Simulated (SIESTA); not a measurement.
Something may be wrong with this SIESTA 5.4.2 calculation of Zn.

run.py

```python
from ase.io import read
from ase.calculators.siesta import Siesta
from ase.units import Ry, GPa

atoms = read("Zn.xyz")

fdf = {
    'SCFMustConverge': False,
    'OccupationFunction': 'FD',
    'ElectronicTemperature': '0.05 eV',
    'MaxSCFIterations': '75',
    'SCF.Mixer.Method': 'Pulay',
    'SCF.Mixer.Weight': '0.25',
    'SCF.Mixer.History': '8',
    'SCF.DM.Tolerance': '5.0e-05',
    'SCF.H.Tolerance': '1.0e-03 eV',
    'WriteForces': 'true',
    'Charge.Mulliken': 'end',
    'PAO.Basis': ['Zn.1 5', 'n=3 0 2', '  2.271 0.000', 'n=4 0 2', '  6.330 0.000', 'n=3 1 2', '  2.532 0.000', 'n=4 1 1', '  6.330', 'n=3 2 2', '  4.164 0.000'],
    'SolutionMethod': 'davidson',
}
calc = Siesta(
    label="Zn",
    command="siesta < PREFIX.fdf > PREFIX.out",
    pseudo_path="pseudos",
    pseudo_qualifier="",
    xc=('GGA', 'PBE'),
    basis_set="DZP",
    mesh_cutoff=800 * Ry,
    energy_shift=0.003 * Ry,
    kpts=[11, 11, 6],
    spin="non-polarized",
    fdf_arguments=fdf,
)
atoms.calc = calc

print(f"energy = {atoms.get_potential_energy():.6f} eV")
free = atoms.get_potential_energy(force_consistent=True)
print(f"free energy = {free:.6f} eV")
print("forces (eV/A):")
print(atoms.get_forces(apply_constraint=False).round(6))
print("stress (GPa, Voigt order, tension positive):", (atoms.get_stress() / GPa).round(4))
```

The input Zn.xyz:

```xyz
2
Lattice="2.6700000000 0.0000000000 0.0000000000 -1.3350000000 2.3122878281 0.0000000000 0.0000000000 0.0000000000 4.9660000000" Properties=species:S:1:pos:R:3 pbc="T T T"
Zn     1.3350000001      0.7707626093      3.7245000000
Zn    -0.0000000001      1.5415252188      1.2415000000
```

Potentials or basis: PseudoDojo 0.4 standard (PBE files), DZP (energy shift 0.003 Ry; two zetas on semicore shells).

The run is started by

```bash
$ python run.py
```

Output:

```text
redata: The method of solution must be either OrderN, OMM, Diagon, Transiesta, or Dummy
Stopping Program from Node:    0
--------------------------------------------------------------------------
MPI_ABORT was invoked on rank 0 in communicator MPI_COMM_WORLD
  Errorcode: 1

NOTE: invoking MPI_ABORT causes Open MPI to kill all MPI processes.
You may or may not see output from other processes, depending on
exactly when Open MPI kills them.
--------------------------------------------------------------------------
Traceback (most recent call last):
ase.calculators.calculator.CalculationFailed: Calculator "siesta" failed with command "siesta < Zn.fdf > Zn.out" failed in <dir> with error code 1
```

Task: Diagnose the run.

Result: The input was rejected before any iteration. The input holds a flaw that was put in on purpose: solution method that doesn't exist (SolutionMethod = davidson).

A sound run on the same cell differs in these lines of the main input:
```diff
@@ -11 +11 @@
-    'MaxSCFIterations': '75',
+    'MaxSCFIterations': '120',
@@ -20 +19,0 @@
-    'SolutionMethod': 'davidson',
```
